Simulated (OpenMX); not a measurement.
The system is I.

```
I
1.0
     3.63503   -2.39502    0.00000
     3.63503    2.39502    0.00000
     0.00000    0.00000    9.79344
I
4
Direct
  0.64930 0.35070 0.38440
  0.14930 0.85070 0.11560
  0.35070 0.64930 0.61560
  0.85070 0.14930 0.88440
```

Base run:

```yaml
Program: OpenMX 3.8.5
Functional: PBE
Potentials_or_basis: OpenMX 2013 PBE set, I7.0-s3p3d2f1, grid cutoff 300 Ry
k_mesh: 7 × 7 × 3
Occupations: fermi-dirac, width 0.05 eV
Spin: no spin polarisation
```

Its results: band gap on the k mesh 1.26 eV, indirect (least direct gap 1.34 eV); pressure 1.9 GPa; largest force 1.010 eV/Å.

Q: The run is repeated on the same cell with these changes: functional from PBE to LDA; potentials or basis from OpenMX 2013 PBE set, I7.0-s3p3d2f1, grid cutoff 300 Ry to OpenMX 2013 LDA set, I7.0-s3p2d2f1, grid cutoff 300 Ry. What comes out?

A: Band gap on the k mesh 1.16 eV, indirect (least direct gap 1.24 eV); pressure -0.8 GPa; largest force 0.857 eV/Å.

Caveats: spin-orbit coupling is left out, which moves the levels of the heavy elements; the basis of atomic orbitals isn't converged, which shifts pressures, moduli and gaps; forces of over 1 eV/Å show positions far from the minimum, so gaps and moduli don't describe the material at rest (some runs).

Not every run made on this cell is shown here.
